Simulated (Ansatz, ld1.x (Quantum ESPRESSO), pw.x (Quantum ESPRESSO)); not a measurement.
# pw.x on bcc Sr: one setting changed

Potential: PAW, ld1.x (Quantum ESPRESSO) 7.5, PBE; core [Ar] 3d10, reference 4s2 4p6 4d0 5s2 5p0; waves: 4s (bound): rcut 2.20, rcutus 2.50 bohr; 5s (bound): rcut 2.20, rcutus 2.50 bohr; 4p (bound): rcut 2.20, rcutus 3.05 bohr; 5p (bound, empty): rcut 2.20, rcutus 3.05 bohr; 4d (bound, empty): rcut 3.20, rcutus 3.85 bohr; 4d channel at 2 Ry: rcut 3.20, rcutus 3.85 bohr; local part: all-electron potential smoothed inside 3.15 bohr (lloc = -1); core correction: a·sin(br)/r model core inside 1.80 bohr; augmentation: BESSEL, radius 1.65 bohr.

The reference run (k-mesh 10³, cutoffs 40/320 Ry, Fermi–Dirac 0.01 Ry, mixing_beta 0.4, conv_thr 1e-9, no spin) gives -0.04 GPa at 54.586 Å³/atom, where all-electron LAPW gives 0.01 GPa. This run, with its own iteration cap, changes mixing_mode to TF.

```
&control
  calculation='scf', prefix='x', pseudo_dir='./', outdir='./tmp', tstress=.true., disk_io='none'
/
&system
  ibrav=0, nat=1, ntyp=1, ecutwfc=40, ecutrho=320, nbnd=12,
  occupations='smearing', smearing='fd', degauss=0.01
/
&electrons
  conv_thr=1e-09, mixing_beta=0.4, electron_maxstep=60, mixing_mode='TF'
/
ATOMIC_SPECIES
Sr 1.0 Sr.UPF
CELL_PARAMETERS angstrom
  -2.38968373 2.38968373 2.38968373
  2.38968373 -2.38968373 2.38968373
  2.38968373 2.38968373 -2.38968373
ATOMIC_POSITIONS crystal
Sr 0.0000 0.0000 0.0000
K_POINTS automatic
10 10 10 0 0 0
```

```bash
pw.x < Sr.scf.in > Sr.scf.out
```

Task: How does the run end?

Result: It converges in 30 iterations; the free energy moves by +0.0 meV/atom and the pressure by +0.00 GPa. The result is that of the reference run.

```
Message from routine setup:
     using ibrav=0 with symmetry is DISCOURAGED, use correct ibrav instead
     lattice parameter (alat)  =       7.8217  a.u.
     unit-cell volume          =     368.3646 (a.u.)^3
     number of electrons       =        10.00
     number of Kohn-Sham states=           12
     kinetic-energy cutoff     =      40.0000  Ry
     charge density cutoff     =     320.0000  Ry
     scf convergence threshold =      1.0E-09
     Exchange-correlation= SLA  PW   PBX  PBC
     number of k points=    47  Fermi-Dirac smearing, width (Ry)=  0.0100
     iteration #  1     ecut=    40.00 Ry     beta= 0.40
     total energy              =    -260.25409339 Ry
     estimated scf accuracy    <       0.02235138 Ry
     iteration #  2     ecut=    40.00 Ry     beta= 0.40
     total energy              =    -260.25262831 Ry
     estimated scf accuracy    <       0.01044877 Ry
     iteration #  3     ecut=    40.00 Ry     beta= 0.40
     total energy              =    -260.25298522 Ry
     estimated scf accuracy    <       0.00043902 Ry
     iteration #  4     ecut=    40.00 Ry     beta= 0.40
     c_bands:  1 eigenvalues not converged
     c_bands:  1 eigenvalues not converged
     c_bands:  1 eigenvalues not converged
     total energy              =    -260.25328025 Ry
     estimated scf accuracy    <       0.00007000 Ry
     iteration #  5     ecut=    40.00 Ry     beta= 0.40
     total energy              =    -260.25334698 Ry
     estimated scf accuracy    <       0.00002769 Ry
     iteration #  6     ecut=    40.00 Ry     beta= 0.40
     total energy              =    -260.25337472 Ry
     estimated scf accuracy    <       0.00001061 Ry
     [... 18 iterations left out ...]
     iteration # 25     ecut=    40.00 Ry     beta= 0.40
     total energy              =    -260.25338819 Ry
     estimated scf accuracy    <       0.00000030 Ry
     iteration # 26     ecut=    40.00 Ry     beta= 0.40
     total energy              =    -260.25338826 Ry
     estimated scf accuracy    <       0.00000018 Ry
     iteration # 27     ecut=    40.00 Ry     beta= 0.40
     total energy              =    -260.25338830 Ry
     estimated scf accuracy    <          2.2E-09 Ry
     iteration # 28     ecut=    40.00 Ry     beta= 0.40
     total energy              =    -260.25338830 Ry
     estimated scf accuracy    <          3.7E-09 Ry
     iteration # 29     ecut=    40.00 Ry     beta= 0.40
     total energy              =    -260.25338831 Ry
     estimated scf accuracy    <          2.3E-09 Ry
     iteration # 30     ecut=    40.00 Ry     beta= 0.40
     the Fermi energy is     4.6201 ev
!    total energy              =    -260.25338831 Ry
     estimated scf accuracy    <          5.0E-12 Ry
     smearing contrib. (-TS)   =      -0.00609182 Ry
     The total energy is F=E-TS. E is the sum of the following terms:
     one-electron contribution =     -23.53053285 Ry
     hartree contribution      =      19.14956463 Ry
     xc contribution           =      -9.43548235 Ry
     ewald contribution        =     -40.29402265 Ry
     one-center paw contrib.   =    -206.13682327 Ry
     convergence has been achieved in  30 iterations
          total   stress  (Ry/bohr**3)                   (kbar)     P=       -0.43
     Message from routine punch:
     Nothing written, as per user request (disk_io='none')
```

The run took about 47 s on one core of a shared host (Neoverse-V1, 32 threads, 247 GiB, load 51).
